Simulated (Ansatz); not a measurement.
Wurtzite CaO (it has left that coordination) (r2SCAN geometry), in Ansatz:

```yaml
crystal:
  lattice:
    - [3.98084, 0.00000, 0.00000]
    - [-1.99042, 3.44751, 0.00000]
    - [0.00000, 0.00000, 4.77044]
  atoms:
    - { symbol: Ca, position: [0.33333, 0.66667, 0.93750] }
    - { symbol: Ca, position: [0.66667, 0.33333, 0.43750] }
    - { symbol: O, position: [0.33333, 0.66667, 0.43750] }
    - { symbol: O, position: [0.66667, 0.33333, 0.93750] }
```

G0W0@PBE with 246 empty bands, a screening cutoff of 140 eV and a 6×6×4 mesh (PAW, contour deformation) gives 4.552 eV over the mesh points, from a PBE gap of 3.205 eV; it sums over 262 bands with 225 plane waves in the screening and a wave cutoff of 420 eV. No extrapolation in bands, cutoff or mesh was made for G0W0. These are computed values for a spin-unpolarised cell that may be hypothetical; none is a measurement.

**Question.** Estimate the gap with empty bands 452, screening cutoff 210 eV.

**Answer.** 4.691 eV (+0.139 eV), from a Kohn-Sham gap of 3.205 eV.

**Question.** Estimate the gap with starting point HSE06.

**Answer.** 5.273 eV (+0.721 eV), from a Kohn-Sham gap of 4.578 eV.
